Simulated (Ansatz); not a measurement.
# PbS (Cmcm) in Ansatz: further runs

Runs on PbS. Level: BLYP+D4. Tasks: single point, equation of state.

All numbers are computed with Ansatz 0.2.0; they aren't measurements. Logs are shortened: lines on timing, memory, paths and dates and some standing lists are left out, and cuts for length are marked.

**1. Starting point**

The structure is orthorhombic, space group Cmcm (No. 63). The conventional cell has a = 4.160 Å, b = 11.983 Å, c = 4.279 Å, α = 90.00°, β = 90.00°, γ = 90.00°. Pb (site symmetry m2m) has 5 S at 2.69 to 2.99 Å as nearest neighbours. S (site symmetry m2m) is surrounded by 5 Pb at 2.69 to 2.99 Å.

Measurements of this composition are mostly on another form, of space group No. 225.

**2. Single point, BLYP+D4, 25.06 Å³/atom (volume scaled by 0.94)**

input.yaml reads:

```yaml
crystal:
  lattice:
    - [2.0374927668, -5.8689911821, 0.0]
    - [2.0374927668, 5.8689911821, 0.0]
    - [0.0, 0.0, 4.1919633476]
  atoms:
    - { symbol: Pb, position: [0.13056335, 0.86943665, 0.25] }
    - { symbol: Pb, position: [0.86943665, 0.13056335, 0.75] }
    - { symbol: S, position: [0.35479709, 0.64520291, 0.25] }
    - { symbol: S, position: [0.64520291, 0.35479709, 0.75] }
hamiltonian:
  xc: blyp
  pseudopotentials: { kind: paw }
  dispersion: d4
kpoints:
  mp_grid: { grid: [7, 7, 6] }
scf:
  occupations: { method: fermi_dirac, width: 0.05 }
output:
  forces: true
  stress: true
  eigenvalues: true
```

Potentials or basis: Ansatz PAW.

Started as:

```sh
ansatz run input.yaml --threads 2 --pin off --max-ram 5120MiB --backend cpu --events-out ev --progress --plain --runs-dir out
```

The program printed:

```text
Warning: RAYON_NUM_THREADS=2 ignored (pool sized by the plan → 2); use --threads N
Engine: ansatz 0.2.0, x86_64-unknown-linux-gnu
Pseudopotentials: kind: paw
Pseudopotential: Pb, paw, valence charge 14, recommended cutoff 420 eV (normal), Pb.paw.azcp
Pseudopotential: S, paw, valence charge 6, recommended cutoff 420 eV (normal), S.paw.azcp
Functional definition: BLYP
  parameter beta = 0.0042
  parameter a = 0.04918
  parameter b = 0.132
  parameter c = 0.2533
  parameter d = 0.349
  exchange = b88_x(beta = beta)
  correlation = lyp_c(a = a, b = b, c = c, d = d)
Crystal: 4 atoms, lattice volume = 100.255 Å³
Basis set: ecut = 420 eV, 1963 PW (Γ), exchange–correlation on 90×90×60 points (8 copies of the dense FFT grid, shifted against one another)
Bands: 24, of which v1, the nominal top of the filled ones, is band 20 counted from 1 (19 counted from 0)
Symmetry: 8 space group operations
Space group: Cmcm (ITA 63), of the structure as read, at distance tolerance 4.6e-5 Å
k-points: 64 of 294
Non-local potential: Pb, projectors of the file, l = 0: 2, l = 1: 2, l = 2: 2, l = 3: 2
Non-local potential: S, projectors of the file, l = 0: 2, l = 1: 2, l = 2: 2
PAW form: soft (Blöchl's): semilocal exchange-correlation on the pseudo side does not see the compensation charge
PAW frozen core: Pb, regenerated for the run's functional, and the local potential with it (the file was generated under x = pbe(κ = 0.804, μ = 0.2195149727645171), c = pbe(β = 0.06672455060314922))
PAW frozen core: S, regenerated for the run's functional, and the local potential with it (the file was generated under x = pbe(κ = 0.804, μ = 0.2195149727645171), c = pbe(β = 0.06672455060314922))
PAW one-centre angular grid: Pb, 590 points (default); XC on 64 Gauss nodes
PAW one-centre angular grid: S, 110 points (default); XC on 64 Gauss nodes
Initial density: superposition of atomic densities (neutral atoms: chi_scale 0, normalization atom), corrected by the library's trained network
Initial wavefunctions: pseudopotential atomic-orbital guess
Functional: x = b88, c = lyp
SCF iter   1: F=—  HF=-25687.407699 eV  |F-HF|=—  |Δ(HF+E_count)|=         —  Δρ=8.37e-3  dr2=9.96e-2  ethr=1.77e-3  ⟨swp⟩=7.2  Hψ=7798  notcnv=0
preconditioner: auto → Resta (q_TF=auto, 2.341 Å⁻¹)  ε∞=3.7  [insulator: Δε(μ)=1.315 eV  Ē_g=14.183 eV  σ=0.050 eV  W_gap=1.00  n_scr=26 (ndim 8)  ℏωp=23.5 eV  f_vac=0.000  D(μ)=0.00/eV (n_scr^D=0)  ε∞_Penn≈3.7]
SCF iter   2: F=—  HF=-25687.377005 eV  |F-HF|=—  |Δ(HF+E_count)|=   3.07e-2  Δρ=2.46e-3  dr2=5.80e-3  ethr=2.49e-4  ⟨swp⟩=2.2  Hψ=2666  notcnv=0
SCF iter   3: F=—  HF=-25687.375927 eV  |F-HF|=—  |Δ(HF+E_count)|=   1.08e-3  Δρ=7.80e-4  dr2=6.74e-4  ethr=1.45e-5  ⟨swp⟩=2.0  Hψ=2053  notcnv=0
SCF iter   4: F=—  HF=-25687.375949 eV  |F-HF|=—  |Δ(HF+E_count)|=   2.25e-5  Δρ=1.21e-4  dr2=1.64e-5  ethr=1.68e-6  ⟨swp⟩=2.0  Hψ=2155  notcnv=0
SCF iter   5: F=—  HF=-25687.375864 eV  |F-HF|=—  |Δ(HF+E_count)|=   8.57e-5  Δρ=3.35e-5  dr2=1.01e-6  ethr=4.11e-8  ⟨swp⟩=2.9  Hψ=2840  notcnv=0
SCF iter   6: F=-25687.375865 eV  HF=-25687.375865 eV  |F-HF|=1.89e-9  |Δ(HF+E_count)|=   1.17e-6  Δρ=5.57e-6  dr2=5.01e-8  ethr=2.50e-10  ⟨swp⟩=7.0  Hψ=7915  notcnv=0
SCF 1 converged in 6 iterations: F = -25687.375865 eV  dr2 = 5.01e-8
SCF converged after 6 iterations
Free energy (F): -25687.375865 eV
Harris-Foulkes:  -25687.375865 eV  (|F-HF|=1.89e-9)
Internal energy: -25687.375865 eV  (E = F + TS)
E sigma→0 (E₀):  -25687.375865 eV
Entropy (-TS):   -0.000000 eV (-0.000 meV/atom)
Fermi energy:    9.364455 eV
--- Per-component energies (eV) ---
  E_band       = -78.295386
  E_kinetic    = 795.772507
  E_local      = -2435.034758  (includes V_loc(G=0)·N_el)
  E_nonlocal   = 754.200868
  E_hartree    = 954.489268
  E_xc         = -632.125469
  E_vxc        = -433.532669  (∫ρ·V_xc dr)
  E_paw        = -22080.178072  (= ΣΔE_a)
  E_vpaw       = -668.682984  (= ΣTr[D̂ρ^β])
  E_aug_tail   = 0.000096  (compensation charges beyond the density's cutoff)
  E_ewald      = -3041.331021
  E_disp       = -2.976089  (pairwise vdW)
  E_core_change = -0.193194  (= ΣΔE_core)
  E_smearing   = -0.000000  (= −TS)
  E_closure    = 0.000000  (closes the sum)
  Σ components = -25687.375865   (vs F -25687.375865, Δ=0.00e0)
--- Forces (eV/Å), atoms counted from 1 ---
  atom   1  Pb     0.00000000     0.66420780     0.00000000
  atom   2  Pb     0.00000000    -0.66420780     0.00000000
  atom   3  S      0.00000000    -0.44535139     0.00000000
  atom   4  S      0.00000000     0.44535139     0.00000000
  max |Σ_I F_I| component: 1.11e-16 eV/Å
--- Stress (GPa, compression-positive) ---
        4.585396       0.000000       0.000000
        0.000000       4.720187       0.000000
        0.000000       0.000000       4.598154
  P = ⅓ Tr σ = 4.6346 GPa (46.346 kbar)
--- Band table (eV; the first three rows and the last of 64) ---
  k-point 0: bands = ["-7.7423", "-7.5997", "-7.5875", "-7.5845", "-7.5457", "-7.5385", "-7.5279", "-7.5186", "-7.4993", "-7.4471", "-4.6522", "-2.6073", "1.8200", "2.9452", "4.2841", "5.5770", "6.1640", "6.9268", "7.1107", "8.2041", "13.6339", "13.6512", "13.7671", "14.5592"]
  k-point 1: bands = ["-7.7202", "-7.6013", "-7.5906", "-7.5681", "-7.5517", "-7.5481", "-7.5385", "-7.5050", "-7.4939", "-7.4604", "-4.4808", "-2.6168", "1.3495", "2.5019", "4.4460", "6.0617", "6.3824", "7.1116", "7.5375", "8.0386", "12.9361", "13.0090", "13.2778", "13.8420"]
  k-point 2: bands = ["-7.6723", "-7.6101", "-7.5774", "-7.5728", "-7.5715", "-7.5429", "-7.5296", "-7.4942", "-7.4918", "-7.4885", "-3.9961", "-2.7915", "0.7534", "1.5945", "4.9982", "6.4837", "6.9555", "7.5065", "8.0009", "8.3677", "11.4482", "11.5923", "11.8204", "12.5457"]
  k-point 63: bands = ["-7.6448", "-7.6448", "-7.5675", "-7.5675", "-7.5428", "-7.5428", "-7.5030", "-7.5030", "-7.5029", "-7.5029", "-3.2627", "-3.2627", "0.4171", "0.4171", "7.3037", "7.3037", "7.4283", "7.4283", "8.3330", "8.3330", "10.6919", "10.6919", "11.9586", "11.9586"]
```

Wall time 3.7 s (2 threads of Intel Xeon Platinum 8375C at 2.90GHz (Ice Lake), shared host); peak memory 0.51 GiB.

What came out:

```yaml
Free_energy: -25687.3759 eV
Pressure: 4.6 GPa
Largest_force: 0.664 eV/Å
Band_gap_on_the_k_mesh: 1.19 eV, indirect (least direct gap 1.52 eV)
```

Caveat: odd divisions of the mesh miss points on the zone boundary, where band edges often lie, so the gap on the mesh can be too wide; spin-orbit coupling is left out, which as a rule narrows the gap of such compounds by several tenths of an eV; the PAW data sets come from PBE, with cores solved anew for the run's functional, which leaves a small shift of forces and pressure.

**3. Single point, BLYP+D4, 25.60 Å³/atom (volume scaled by 0.96)**

Edit input.yaml of step 2 so:

```diff
@@ -2,5 +2,5 @@
   lattice:
-    - [2.0374927668, -5.8689911821, 0.0]
-    - [2.0374927668, 5.8689911821, 0.0]
-    - [0.0, 0.0, 4.1919633476]
+    - [2.0518417802, -5.9103234677, 0.0]
+    - [2.0518417802, 5.9103234677, 0.0]
+    - [0.0, 0.0, 4.2214851889]
   atoms:
@@ -22 +22,5 @@
   eigenvalues: true
+  write_density: true
+  write_potential: true
+  elf: true
+  volumetric_format: npy
```

Potentials or basis: Ansatz PAW.

Started as:

```sh
ansatz run input.yaml --threads 2 --pin off --max-ram 5120MiB --backend cpu --events-out ev --progress --plain --runs-dir out
```

It took 5 s on 2 threads of Intel Xeon Platinum 8375C at 2.90GHz (Ice Lake), shared host; peak memory 0.52 GiB.

The run converged. Its results:

| Item | Value |
| --- | --- |
| Free energy | -25687.4277 eV |
| Pressure | 3.2 GPa |
| Largest force | 0.515 eV/Å |
| Band gap on the k mesh | 1.23 eV, indirect (least direct gap 1.51 eV) |

Caveat: odd divisions of the mesh miss points on the zone boundary, where band edges often lie, so the gap on the mesh can be too wide; spin-orbit coupling is left out, which as a rule narrows the gap of such compounds by several tenths of an eV; the PAW data sets come from PBE, with cores solved anew for the run's functional, which leaves a small shift of forces and pressure.

**4. Single point, BLYP+D4, 26.13 Å³/atom (volume scaled by 0.98)**

Edit input.yaml of step 3 so:

```diff
@@ -2,5 +2,5 @@
   lattice:
-    - [2.0518417802, -5.9103234677, 0.0]
-    - [2.0518417802, 5.9103234677, 0.0]
-    - [0.0, 0.0, 4.2214851889]
+    - [2.0659928603, -5.9510856073, 0.0]
+    - [2.0659928603, 5.9510856073, 0.0]
+    - [0.0, 0.0, 4.2505997999]
   atoms:
@@ -22,5 +22 @@
   eigenvalues: true
-  write_density: true
-  write_potential: true
-  elf: true
-  volumetric_format: npy
```

Started as:

```sh
ansatz run input.yaml --threads 2 --pin off --max-ram 5120MiB --backend cpu --events-out ev --progress --plain --runs-dir out
```

Wall time 3.7 s (2 threads of Intel Xeon Platinum 8375C at 2.90GHz (Ice Lake), shared host); peak memory 0.49 GiB.

Results (log left out):

```
Free energy            : -25687.4614 eV
Pressure               : 1.9 GPa
Largest force          : 0.375 eV/Å
Band gap on the k mesh : 1.28 eV, indirect (least direct gap 1.50 eV)
```

Caveat: odd divisions of the mesh miss points on the zone boundary, where band edges often lie, so the gap on the mesh can be too wide; spin-orbit coupling is left out, which as a rule narrows the gap of such compounds by several tenths of an eV; the PAW data sets come from PBE, with cores solved anew for the run's functional, which leaves a small shift of forces and pressure.

**5. Single point, BLYP+D4, 26.66 Å³/atom**

Edit input.yaml of step 4 so:

```diff
@@ -2,5 +2,5 @@
   lattice:
-    - [2.0659928603, -5.9510856073, 0.0]
-    - [2.0659928603, 5.9510856073, 0.0]
-    - [0.0, 0.0, 4.2505997999]
+    - [2.079952695, -5.991296865, 0.0]
+    - [2.079952695, 5.991296865, 0.0]
+    - [0.0, 0.0, 4.27932094]
   atoms:
```

Started as:

```sh
ansatz run input.yaml --threads 2 --pin off --max-ram 5120MiB --backend cpu --events-out ev --progress --plain --runs-dir out
```

It took 3.7 s on 2 threads of Intel Xeon Platinum 8375C at 2.90GHz (Ice Lake), shared host; peak memory 0.51 GiB.

It converged, with:

```
Free energy            : -25687.4796 eV
Pressure               : 0.9 GPa
Largest force          : 0.240 eV/Å
Band gap on the k mesh : 1.31 eV, indirect (least direct gap 1.49 eV)
```

Caveat: odd divisions of the mesh miss points on the zone boundary, where band edges often lie, so the gap on the mesh can be too wide; spin-orbit coupling is left out, which as a rule narrows the gap of such compounds by several tenths of an eV; the PAW data sets come from PBE, with cores solved anew for the run's functional, which leaves a small shift of forces and pressure.

**6. Single point, BLYP+D4, 27.20 Å³/atom (volume scaled by 1.02)**

Edit input.yaml of step 5 so:

```diff
@@ -2,5 +2,5 @@
   lattice:
-    - [2.079952695, -5.991296865, 0.0]
-    - [2.079952695, 5.991296865, 0.0]
-    - [0.0, 0.0, 4.27932094]
+    - [2.0937276176, -6.030975484, 0.0]
+    - [2.0937276176, 6.030975484, 0.0]
+    - [0.0, 0.0, 4.3076616397]
   atoms:
@@ -22 +22,5 @@
   eigenvalues: true
+  write_density: true
+  write_potential: true
+  elf: true
+  volumetric_format: npy
```

Potentials or basis: Ansatz PAW.

Started as:

```sh
ansatz run input.yaml --threads 2 --pin off --max-ram 5120MiB --backend cpu --events-out ev --progress --plain --runs-dir out
```

Run time: 5.8 s. Hardware: 2 threads of Intel Xeon Platinum 8375C at 2.90GHz (Ice Lake), shared host; peak memory 0.52 GiB.

The run converged. Its results:

```yaml
Free_energy: -25687.4889 eV
Pressure: 0.8 GPa
Largest_force: 0.120 eV/Å
Band_gap_on_the_k_mesh: 1.33 eV, indirect (least direct gap 1.48 eV)
```

Caveat: odd divisions of the mesh miss points on the zone boundary, where band edges often lie, so the gap on the mesh can be too wide; spin-orbit coupling is left out, which as a rule narrows the gap of such compounds by several tenths of an eV; the PAW data sets come from PBE, with cores solved anew for the run's functional, which leaves a small shift of forces and pressure.

**7. Single point, BLYP+D4, 27.73 Å³/atom (volume scaled by 1.04)**

Edit input.yaml of step 6 so:

```diff
@@ -2,5 +2,5 @@
   lattice:
-    - [2.0937276176, -6.030975484, 0.0]
-    - [2.0937276176, 6.030975484, 0.0]
-    - [0.0, 0.0, 4.3076616397]
+    - [2.1073236324, -6.0701387599, 0.0]
+    - [2.1073236324, 6.0701387599, 0.0]
+    - [0.0, 0.0, 4.3356342523]
   atoms:
@@ -22,5 +22 @@
   eigenvalues: true
-  write_density: true
-  write_potential: true
-  elf: true
-  volumetric_format: npy
```

Started as:

```sh
ansatz run input.yaml --threads 2 --pin off --max-ram 5120MiB --backend cpu --events-out ev --progress --plain --runs-dir out
```

Wall time 4.9 s (2 threads of Intel Xeon Platinum 8375C at 2.90GHz (Ice Lake), shared host); peak memory 0.51 GiB.

It converged, with:

* Free energy: -25687.5138 eV
* Pressure: 3.5 GPa
* Largest force: 0.119 eV/Å
* Band gap on the k mesh: 1.34 eV, indirect (least direct gap 1.48 eV)

Caveat: odd divisions of the mesh miss points on the zone boundary, where band edges often lie, so the gap on the mesh can be too wide; spin-orbit coupling is left out, which as a rule narrows the gap of such compounds by several tenths of an eV; the PAW data sets come from PBE, with cores solved anew for the run's functional, which leaves a small shift of forces and pressure.

**8. Single point, BLYP+D4, 28.26 Å³/atom (volume scaled by 1.06)**

Edit input.yaml of step 7 so:

```diff
@@ -2,5 +2,5 @@
   lattice:
-    - [2.1073236324, -6.0701387599, 0.0]
-    - [2.1073236324, 6.0701387599, 0.0]
-    - [0.0, 0.0, 4.3356342523]
+    - [2.1207464379, -6.1088031065, 0.0]
+    - [2.1207464379, 6.1088031065, 0.0]
+    - [0.0, 0.0, 4.3632505017]
   atoms:
```

Started as:

```sh
ansatz run input.yaml --threads 2 --pin off --max-ram 5120MiB --backend cpu --events-out ev --progress --plain --runs-dir out
```

Run time: 4.5 s. Hardware: 2 threads of Intel Xeon Platinum 8375C at 2.90GHz (Ice Lake), shared host; peak memory 0.52 GiB.

Results (log left out):

```
Free energy            : -25687.5794 eV
Pressure               : 4.9 GPa
Largest force          : 0.251 eV/Å
Band gap on the k mesh : 1.36 eV, indirect (least direct gap 1.47 eV)
```

Caveat: odd divisions of the mesh miss points on the zone boundary, where band edges often lie, so the gap on the mesh can be too wide; spin-orbit coupling is left out, which as a rule narrows the gap of such compounds by several tenths of an eV; the PAW data sets come from PBE, with cores solved anew for the run's functional, which leaves a small shift of forces and pressure.

**9. Equation of state, BLYP+D4**

Potentials or basis: Ansatz PAW.

This step only gathers the single runs of the series.

What came out:

* Equilibrium volume: outside the volumes run

Energy against volume, from the lowest point:
| volume (Å³/atom) | energy (meV/atom) |
| --- | --- |
| 25.064 | 50.88 |
| 25.597 | 37.91 |
| 26.130 | 29.48 |
| 26.664 | 24.95 |
| 27.197 | 22.61 |
| 27.730 | 16.40 |
| 28.263 | 0.00 |

Caveat: the potentials were made for another functional, which shifts forces and pressure.
